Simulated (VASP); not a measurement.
# YN: relaxation of the atoms with PBE+TS

Slab: YN, a slab with vacuum.

```xyz
8
Lattice="3.4486 0.0000 0.0000 -1.7243 2.9865 0.0000 0.0000 0.0000 24.8551" Properties=species:S:1:pos:R:3 pbc="T T T"
N     0.0000    1.9910    7.5000
N     0.0000    0.0000   10.3157
N     1.7243    0.9955   13.1315
N     0.0000    1.9910   15.9472
Y     1.7243    0.9955    8.9079
Y     0.0000    1.9910   11.7236
Y     0.0000    0.0000   14.5393
Y     1.7243    0.9955   17.3551
```

The cell isn't the ideal one: the (1 1 1) slab of YN, cut from the database cell, not relaxed.

```
Program                   : VASP 6.6.1
Task                      : relaxation of the atoms
Functional                : PBE
Dispersion                : TS
Potentials or basis       : VASP PAW PBE potentials, release 64 (N, Y_sv)
Cutoff                    : 520 eV
k mesh                    : 9 × 9 × 1
Occupations               : gaussian, width 0.05 eV
Spin                      : no spin polarisation
Dipole correction         : yes
Atoms held fixed (from 0) : [0, 4, 1, 5]
Further INCAR settings    : ALGO = Fast; EDIFF = 1e-07; IBRION = 2; EDIFFG = -0.02; NSW = 60
```

```
Energy gained by relaxing  : 12.7 meV/atom
Ionic steps                : 6
Band gap on the k mesh     : none (metal or under the smearing width)
Hirshfeld charges          : N -0.24, -0.47, -0.48, -0.49; Y +0.46, +0.43, +0.32 e
Dispersion energy per atom : -0.368 eV
```

Step by step:
```csv
step,energy change (eV),largest force (eV/Å),pressure (GPa)
1,0.0000,2.0968,-2.38
2,-0.0615,2.1589,-2.19
3,-0.0964,2.2516,-1.82
4,-0.1008,2.2655,-1.73
5,-0.1010,2.2681,-1.70
6,-0.1014,2.2802,-1.69
```

Final structure:
```
N Y
1.0
     3.44856    0.00000    0.00000
    -1.72428    2.98654    0.00000
     0.00000    0.00000   24.85508
N Y
4 4
Cartesian
  0.0000 1.9910 7.5000
  0.0000 0.0000 10.3157
  1.7243 0.9955 13.1855
  0.0000 1.9910 16.0465
  1.7243 0.9955 8.9079
  0.0000 1.9910 11.7236
  -1.7243 2.9865 14.4739
  1.7243 0.9955 17.2540
```

Levels at points of the mesh, in eV from the Fermi level:
| k point | band 29 | band 30 | band 31 | band 32 | band 33 | band 34 | band 35 | band 36 |
| --- | --- | --- | --- | --- | --- | --- | --- | --- |
| (0.00, 0.00, 0.00) | -1.70 | -0.90 | -0.34 | 0.18 | 0.18 | 1.75 | 2.03 | 2.03 |

Wall time 28 min on 1 thread of Intel(R) Xeon(R) 6975P-C (Granite Rapids), on a shared host, peak memory 0.45 GiB.

Caveat: atom-pairwise D2, TS and ULG terms overbind metals.
